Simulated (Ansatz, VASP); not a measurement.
## One calculation of InP (e600), two programs

```
In P
1.0
     0.00000    2.97943    2.97943
     2.97943    0.00000    2.97943
     2.97943    2.97943    0.00000
In P
1 1
Direct
  0.00000 0.00000 0.00000
  0.25000 0.25000 0.25000
```

Alike in both runs: task relaxation of cell and atoms; functional PBE; k mesh 10 × 10 × 10; occupations gaussian, width 0.02 eV; no spin polarisation.

|  | VASP | Ansatz |
| --- | --- | --- |
| version | VASP 6.6.1 | Ansatz 0.2.0 |
| potentials or method | VASP PAW PBE potentials, release 64 (In_d, P) | scalar-relativistic, plane waves, PAW |
| plane-wave cutoff (eV) | 600 | 600 |
| valence electrons in the cell | 18 | 18 |

```csv
,VASP,Ansatz,Ansatz less VASP
"gap on the k mesh at the Fermi level, each at its own relaxed structure (eV)",0.44,0.44,+0.003
relaxed volume (Å³/atom),26.45,26.45,0.000
relaxed cell length with the largest relative difference (Å),4.214,4.214,0.0000
```

Caveats: the relaxation stopped at its first step, so nothing moved; spin-orbit coupling is left out, which moves the levels of the heavy elements.
